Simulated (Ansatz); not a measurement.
# AlN (F-43m) in Ansatz: a series of runs, part 2 of 2

Ansatz 0.2.0. The steps go on from the part before.

## Step 3: Relaxation of cell and atoms, RPBE

File input.yaml:

```yaml
crystal:
  lattice:
    - [0.0, 2.1839935596, 2.1839935596]
    - [2.1839935596, 0.0, 2.1839935596]
    - [2.1839935596, 2.1839935596, 0.0]
  atoms:
    - { symbol: Al, position: [0.0, 0.0, 0.0] }
    - { symbol: "N", position: [0.25, 0.25, 0.25] }
hamiltonian:
  xc: rpbe
  pseudopotentials: { kind: paw }
kpoints:
  mp_grid: { grid: [10, 10, 10] }
scf:
  occupations: { method: fermi_dirac, width: 0.05 }
output:
  forces: true
  stress: true
relax:
  f_tol: 0.01
  max_steps: 40
  cell: { stress_tol: 0.05 }
```

Potentials or basis: Ansatz PAW.

Started as:

```sh
> ansatz run input.yaml --threads 2 --pin off --max-ram 5120MiB --backend cpu --events-out ev --progress --plain --runs-dir out
```

The program printed:

```text
Warning: RAYON_NUM_THREADS=2 ignored (pool sized by the plan → 2); use --threads N
Engine: ansatz 0.2.0, x86_64-unknown-linux-gnu
Pseudopotentials: kind: paw
Pseudopotential: Al, paw, valence charge 3, recommended cutoff 420 eV (normal), Al.paw.azcp
Pseudopotential: N, paw, valence charge 5, recommended cutoff 420 eV (normal), N.paw.azcp
Functional definition: RPBE
  parameter kappa = 0.804
  parameter beta = 0.06672455060314922
  exchange = rpbe_x(kappa = kappa, mu = beta*pi^2/3)
  correlation = pbe_c(beta = beta)
Crystal: 2 atoms, lattice volume = 20.835 Å³
Basis set: ecut = 420 eV, 411 PW (Γ), exchange–correlation on 48×48×48 points (8 copies of the dense FFT grid, shifted against one another)
Bands: 8, of which v1, the nominal top of the filled ones, is band 4 counted from 1 (3 counted from 0)
Symmetry: 24 space group operations
Space group: F-43m (ITA 216), of the structure as read, at distance tolerance 2.8e-5 Å
k-points: 47 of 1000 (time reversal used)
Non-local potential: Al, projectors of the file, l = 0: 2, l = 1: 2, l = 2: 1
Non-local potential: N, projectors of the file, l = 0: 2, l = 1: 2, l = 2: 1
PAW form: soft (Blöchl's): semilocal exchange-correlation on the pseudo side does not see the compensation charge
PAW frozen core: Al, regenerated for the run's functional, and the local potential with it (the file was generated under x = pbe(κ = 0.804, μ = 0.2195149727645171), c = pbe(β = 0.06672455060314922))
PAW frozen core: N, regenerated for the run's functional, and the local potential with it (the file was generated under x = pbe(κ = 0.804, μ = 0.2195149727645171), c = pbe(β = 0.06672455060314922))
PAW one-centre angular grid: Al, 110 points (default); XC on 64 Gauss nodes
[... 75 lines left out ...]
basis re-selected at this cell: Δ(F+E_penalty+E_count) = -6.210e-5 eV, ΔP = +0.001 GPa vs the last step (what re-selecting the basis moved, of the pressure what is left beyond the Pulay correction that the steps carried, after the strain that the cell walked since its last selection, with what the two solves' SCF thresholds leave and, on support functions, any second-order correction that the steps lacked; it is no measure of the basis error at this ecutwfc). This SCF's stress stands 7.05e-3 GPa from its target on what of the cell is left free (relax.cell.stress_tol is 5.00e-2 GPa) and its largest allowed force component is 1.13e-16 eV/Å (relax.f_tol is 1.00e-2 eV/Å): within both
SCF converged after 5 iterations
Free energy (F): -928.586043 eV
Harris-Foulkes:  -928.586043 eV  (|F-HF|=2.54e-11)
Internal energy: -928.586043 eV  (E = F + TS)
E sigma→0 (E₀):  -928.586043 eV
Fermi energy:    8.376075 eV
--- Per-component energies (eV) ---
  E_band       = 13.411787
  E_kinetic    = 157.887271
  E_local      = -226.061825  (includes V_loc(G=0)·N_el)
  E_nonlocal   = 54.086294
  E_hartree    = 78.556685
  E_xc         = -101.695852
  E_vxc        = -107.364704  (∫ρ·V_xc dr)
  E_paw        = -598.887953  (= ΣΔE_a)
  E_vpaw       = -22.248726  (= ΣTr[D̂ρ^β])
  E_aug_tail   = 0.000098  (compensation charges beyond the density's cutoff)
  E_ewald      = -292.435209
  E_core_change = -0.035552  (= ΣΔE_core)
  E_smearing   = -0.000000  (= −TS)
  E_closure    = 0.000000  (closes the sum)
  Σ components = -928.586043   (vs F -928.586043, Δ=0.00e0)
--- Forces (eV/Å), atoms counted from 1 ---
  atom   1  Al     0.00000000    -0.00000000    -0.00000000
  atom   2  N      0.00000000     0.00000000     0.00000000
  max |Σ_I F_I| component: 8.79e-17 eV/Å
--- Stress (GPa, compression-positive) ---
        0.007053       0.000000       0.000000
        0.000000       0.007053       0.000000
        0.000000       0.000000       0.007053
  P = ⅓ Tr σ = 0.0071 GPa (0.071 kbar)
--- Relaxed structure (5 steps of the walk, 5 accepted, 2 SCFs on fresh bases) ---
  F+E_penalty+E_count = -928.58604282 eV   max|allowed force component| = 1.133e-16 eV/Å   (the final SCF, on the basis selected at the relaxed cell)
  cell:  # Å, volume = 21.7382 Å³
    - [2.0599231984912304e-34, 2.2151240134419194, 2.2151240134419194]
    - [2.2151240134419194, 1.3588999496269725e-33, 2.2151240134419194]
    - [2.2151240134419194, 2.2151240134419194, 1.700446341790755e-33]
  atoms:
    - { symbol: Al, position: [-1.3962445379974574e-34, 1.9841369750490182e-34, 2.4250563028376884e-34] }
    - { symbol: N, position: [0.25, 0.25, 0.25] }
```

Wall time 3.4 s (2 threads of Intel Xeon at 2.60GHz (Ice Lake), shared host); peak memory 0.36 GiB.

What came out:

| Property | Result |
| --- | --- |
| Free energy | -928.5860 eV |
| Relaxed volume | 10.87 Å³/atom |
| Relaxed cell | a = 3.133 Å, b = 3.133 Å, c = 3.133 Å, α = 60.00°, β = 60.00°, γ = 60.00° |
| Space group after relaxing (to 0.05 Å) | F-43m (No. 216) |
| Energy gained by relaxing | 11.7 meV/atom |
| Ionic steps | 7 |
| Pressure after relaxing | 0.0 GPa |
| Band gap on the k mesh | 3.34 eV |

The path:
```
step  energy change (eV)  largest force (eV/Å)  volume (Å³)
   1              0.0000                0.0000        20.83
   2             -0.0159                0.0000        21.27
   3             -0.0204                0.0000        21.69
   4             -0.0203                0.0000        21.71
   5             -0.0233                0.0000        21.71
   6             -0.0233                0.0000        21.74
   7             -0.0233                0.0000        21.74
```

Final structure:
```
CELL_PARAMETERS angstrom
0.00000 2.21512 2.21512
2.21512 0.00000 2.21512
2.21512 2.21512 0.00000
ATOMIC_POSITIONS crystal
Al 0.00000 0.00000 0.00000
N 0.25000 0.25000 0.25000
```

Caveat: the plane-wave basis is chosen anew once the cell has moved, so the energies of steps on either side of that aren't comparable; the pressure holds a Pulay correction of +0.4 GPa for the finite cutoff; the PAW data sets come from PBE, with cores solved anew for the run's functional, which leaves a small shift of forces and pressure. A k mesh can miss the band edges.

## Step 4: Relaxation of cell and atoms, revPBE+D3(BJ)

input.yaml, as its differences from that of step 3:

```diff
@@ -9,4 +9,5 @@
 hamiltonian:
-  xc: rpbe
+  xc: revpbe
   pseudopotentials: { kind: paw }
+  dispersion: d3bj
 kpoints:
```

Started as:

```sh
> ansatz run input.yaml --threads 2 --pin off --max-ram 5120MiB --backend cpu --events-out ev --progress --plain --runs-dir out
```

Run time: 2 s. Hardware: 2 threads of Intel Xeon at 2.60GHz (Ice Lake), shared host; peak memory 0.35 GiB.

The run converged. Its results:

```
Free energy                            : -928.4026 eV
Relaxed volume                         : 10.37 Å³/atom
Relaxed cell                           : a = 3.084 Å, b = 3.084 Å, c = 3.084 Å, α = 60.00°, β = 60.00°, γ = 60.00°
Space group after relaxing (to 0.05 Å) : F-43m (No. 216)
Energy gained by relaxing              : 0.1 meV/atom
Ionic steps                            : 4
Pressure after relaxing                : 0.0 GPa
Band gap on the k mesh                 : 3.36 eV
```

Step by step:
| step | energy change (eV) | largest force (eV/Å) | volume (Å³) |
| --- | --- | --- | --- |
| 1 | 0.0000 | 0.0000 | 20.83 |
| 2 | -0.0003 | 0.0000 | 20.79 |
| 3 | -0.0005 | 0.0000 | 20.74 |
| 4 | -0.0003 | 0.0000 | 20.74 |

Final structure:
```xyz
2
Lattice="0.0000 2.1807 2.1807 2.1807 0.0000 2.1807 2.1807 2.1807 0.0000" Properties=species:S:1:pos:R:3 pbc="T T T"
Al    0.0000    0.0000    0.0000
N     1.0903    1.0903    1.0903
```

Caveat: the plane-wave basis is chosen anew once the cell has moved, so the energies of steps on either side of that aren't comparable; the pressure holds a Pulay correction of +0.5 GPa for the finite cutoff; the PAW data sets come from PBE, with cores solved anew for the run's functional, which leaves a small shift of forces and pressure. Expect the measured gap to be larger: semilocal functionals such as revPBE lack the derivative discontinuity.

## Step 5: Relaxation of cell and atoms, BLYP+D4

input.yaml, as its differences from that of step 4:

```diff
@@ -9,5 +9,5 @@
 hamiltonian:
-  xc: revpbe
+  xc: blyp
   pseudopotentials: { kind: paw }
-  dispersion: d3bj
+  dispersion: d4
 kpoints:
```

Started as:

```sh
> ansatz run input.yaml --threads 2 --pin off --max-ram 5120MiB --backend cpu --events-out ev --progress --plain --runs-dir out
```

Wall time 2.6 s (2 threads of Intel Xeon at 2.60GHz (Ice Lake), shared host); peak memory 0.35 GiB.

It converged, with:

| Property | Result |
| --- | --- |
| Free energy | -930.2491 eV |
| Relaxed volume | 10.33 Å³/atom |
| Relaxed cell | a = 3.079 Å, b = 3.079 Å, c = 3.079 Å, α = 60.00°, β = 60.00°, γ = 60.00° |
| Space group after relaxing (to 0.05 Å) | F-43m (No. 216) |
| Energy gained by relaxing | 0.6 meV/atom |
| Ionic steps | 4 |
| Pressure after relaxing | 0.0 GPa |
| Band gap on the k mesh | 3.69 eV |

The path:
```csv
step,energy change (eV),largest force (eV/Å),volume (Å³)
1,0.0000,0.0000,20.83
2,-0.0011,0.0000,20.74
3,-0.0018,0.0000,20.65
4,-0.0011,0.0000,20.65
```

Final structure:
```cif
data_structure
_symmetry_space_group_name_H-M 'P 1'
_symmetry_Int_Tables_number 1
_cell_length_a 3.0795
_cell_length_b 3.0795
_cell_length_c 3.0795
_cell_angle_alpha 60.000
_cell_angle_beta 60.000
_cell_angle_gamma 60.000
_cell_volume 20.65
loop_
_atom_site_label
_atom_site_type_symbol
_atom_site_fract_x
_atom_site_fract_y
_atom_site_fract_z
_atom_site_occupancy
Al1 Al 0.00000 0.00000 0.00000 1
N1 N 0.25000 0.25000 0.25000 1
```

Caveat: the plane-wave basis is chosen anew once the cell has moved, so the energies of steps on either side of that aren't comparable; the pressure holds a Pulay correction of +0.6 GPa for the finite cutoff; the PAW data sets come from PBE, with cores solved anew for the run's functional, which leaves a small shift of forces and pressure. A k mesh can miss the band edges.

## Step 6: The runs side by side

```tsv
level	gap on the mesh (eV)	pressure (GPa)	relaxed volume (Å³/atom)
PBE+D3(BJ)	3.32	0.0	10.45
RPBE	3.34	0.0	10.87
revPBE+D3(BJ)	3.36	0.0	10.37
BLYP+D4	3.69	0.0	10.33
```

Alike in all rows: task relaxation of cell and atoms; potentials or basis Ansatz PAW; no spin polarisation; cell relaxed; k mesh 10 × 10 × 10; cutoff (eV) 420; smearing fermi-dirac 0.05 eV.

Caveats: the plane-wave basis is chosen anew once the cell has moved, so the energies of steps on either side of that aren't comparable; the PAW data sets come from PBE, with cores solved anew for the run's functional, which leaves a small shift of forces and pressure (some runs).

Absolute energies hang on the potentials; compare differences alone.
